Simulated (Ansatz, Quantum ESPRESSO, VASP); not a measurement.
**ZnS: 6 runs at one level of theory**

```
CELL_PARAMETERS angstrom
3.82270 0.00000 0.00000
-1.91135 3.31056 0.00000
0.00000 0.00000 12.52000
ATOMIC_POSITIONS crystal
Zn 0.66667 0.33333 0.75000
Zn 0.33333 0.66667 0.25000
Zn 0.00000 0.00000 0.50000
Zn 0.00000 0.00000 0.00000
S 0.66667 0.33333 0.93750
S 0.33333 0.66667 0.43750
S 0.00000 0.00000 0.68750
S 0.00000 0.00000 0.18750
```

Alike in all runs: task band structure; functional PBE; k mesh 8 × 8 × 3; occupations fermi-dirac, width 0.05 eV; no spin polarisation; no spin-orbit coupling. Pressure is positive in compression and, in plane waves, holds the error of the finite cutoff, which Ansatz's Pulay term estimates and takes out. Gaps are the smaller of the mesh's and the band path's.

```csv
program and potentials,plane-wave cutoff (eV),notes,band gap (eV),pressure (GPa)
"Ansatz, PseudoDojo stringent (PBE files)",1143,13 valence electrons an atom on average,2.13,1.31
"VASP, PBE PAW files S, Zn, 520 eV",520,9 valence electrons an atom on average,2.13,1.49
"Quantum ESPRESSO, SSSP 1.3 efficiency PBE",748,13 valence electrons an atom on average,2.12,1.34
"Ansatz, Ansatz PAW (files of its older set among them)",660,13 valence electrons an atom on average,2.13,1.34
"VASP, PBE PAW files S, Zn, 500 eV",500,9 valence electrons an atom on average,2.13,1.50
"Quantum ESPRESSO, GBRV 1.5 PBE",612,13 valence electrons an atom on average,2.12,1.12
```

Force on atom 7 (S), eV/Å:

```tsv
program and potentials	x	y	z
Ansatz, PseudoDojo stringent (PBE files)	0.000	0.000	-0.043
VASP, PBE PAW files S, Zn, 520 eV	0.000	0.000	-0.043
Quantum ESPRESSO, SSSP 1.3 efficiency PBE	0.000	0.000	-0.043
Ansatz, Ansatz PAW (files of its older set among them)	0.000	0.000	-0.043
VASP, PBE PAW files S, Zn, 500 eV	0.000	0.000	-0.044
Quantum ESPRESSO, GBRV 1.5 PBE	0.000	0.000	-0.043
```

The band gap spans 2.12 (Quantum ESPRESSO, GBRV 1.5 PBE) to 2.13 eV (VASP, PBE PAW files S, Zn, 520 eV). The pressure spans 1.12 (Quantum ESPRESSO, GBRV 1.5 PBE) to 1.50 GPa (VASP, PBE PAW files S, Zn, 500 eV).

Differences between rows come from potentials, basis sets and numerical settings, since the functional is the same but for its coding. Runs on potential files found faulty are left out.

The gap of this ZnS polytype, which mixes cubic and hexagonal stacking, is practically insensitive to the choice of potential, including whether the deeper Zn semicore shell is treated as valence. It is nevertheless far below the measured gap of ZnS. A semilocal functional lacks the derivative discontinuity, and it places the Zn 3d states too high, so their repulsion with S 3p pushes up the valence-band edge.

The positive pressure in every run means that the cell is smaller than PBE would choose, in line with that functional's usual underbinding of such semiconductors. Since compression widens the gap of ZnS, relaxing the volume would probably lower the gap further. Pressure varies more between potentials than the gap does, but semicore treatment alone cannot explain this, as the runs with 13 valence electrons also differ among themselves.

The force on the S atom points along the hexagonal axis towards its axial Zn neighbour, which suggests a slight departure from ideal tetrahedral geometry on relaxation. The energetic order of the ZnS polytypes remains open.
